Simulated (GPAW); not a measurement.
The system is SiC (Moissanite 6H).

```
Si C
1.0
     3.09500    0.00000    0.00000
    -1.54750    2.68035    0.00000
     0.00000    0.00000   15.17000
Si C
6 6
Direct
  0.66667 0.33333 0.45830
  0.33333 0.66667 0.95830
  0.66667 0.33333 0.79170
  0.33333 0.66667 0.29170
  0.00000 0.00000 0.62500
  0.00000 0.00000 0.12500
  0.66667 0.33333 0.33330
  0.33333 0.66667 0.83330
  0.66667 0.33333 0.66670
  0.33333 0.66667 0.16670
  0.00000 0.00000 0.50000
  0.00000 0.00000 0.00000
```

Program: GPAW 26.7.0. Alike in all runs: no spin polarisation; cell as given; cutoff (eV) 800.

Q: Order these runs on this cell by their band gap on the k mesh, lowest first.
A. level PBE; potentials or basis GPAW PAW data sets (gpaw-data 1.2.1), pw; k mesh 10 × 10 × 2; smearing gaussian 0.014 eV
B. level r2SCAN; potentials or basis GPAW PAW data sets (gpaw-data 1.2.1), pw; k mesh 7 × 7 × 2; smearing fermi-dirac 0.05 eV; band path GMKGALHA,LM,KH; band points 60
C. level TB-mBJ; potentials or basis GPAW PAW data sets for LDA (gpaw-data 1.2.1), pw; k mesh 8 × 8 × 2; smearing fermi-dirac 0.05 eV

A: A (2.02 eV), B (2.56 eV), C (2.91 eV).

Caveats: the mesh misses the band edges, which the band path finds closer together (some runs); a model potential gives levels but no total energy (some runs).

A k mesh can miss the band edges, odd and even meshes differently.
